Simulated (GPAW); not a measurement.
CuAu, 2 atoms in the cell. It takes space group R-3m (No. 166, trigonal). Conventional cell: a = 2.886 Å, b = 2.886 Å, c = 12.769 Å, α = 90.00°, β = 90.00°, γ = 120.00°. Au (site symmetry -3m) has 6 Cu at 2.70 Å and 6 Au at 2.89 Å as nearest neighbours. Cu (site symmetry -3m) has 6 Au at 2.70 Å and 6 Cu at 2.89 Å as nearest neighbours. The cell comes from a database or a generator and needn't be the stable form of this composition.

| Property | Result |
| --- | --- |
| Program | GPAW 26.7.0 |
| Task | band structure |
| Functional | PBEsol |
| Potentials or basis | PAW data sets generated in the run's folder for this functional |
| Cutoff | 600 eV |
| Basis | pw |
| k mesh | 7 × 7 × 7 |
| Occupations | fermi-dirac, width 0.05 eV |
| Spin | no spin polarisation |
| Maxiter | 150 |
| Band path | GLB1,BZGX,QFP1Z,LP |
| Band points | 80 |

Potentials or basis: PAW data sets generated in the run's folder for this functional, pw.

Launch:

```bash
$ gpaw-setup -f PBEsol Au Cu
$ OMP_NUM_THREADS=1 python run.py
```

Hardware: 1 thread of Arm Neoverse V2, with other jobs on the host.

Task: Estimate the wall time of this run.

Result: Run time: 81 s on 1 thread of Arm Neoverse V2, with other jobs on the host, peak memory 0.27 GiB. Counts: scf iterations 15, plane waves 1035, bands 23, k points 44.
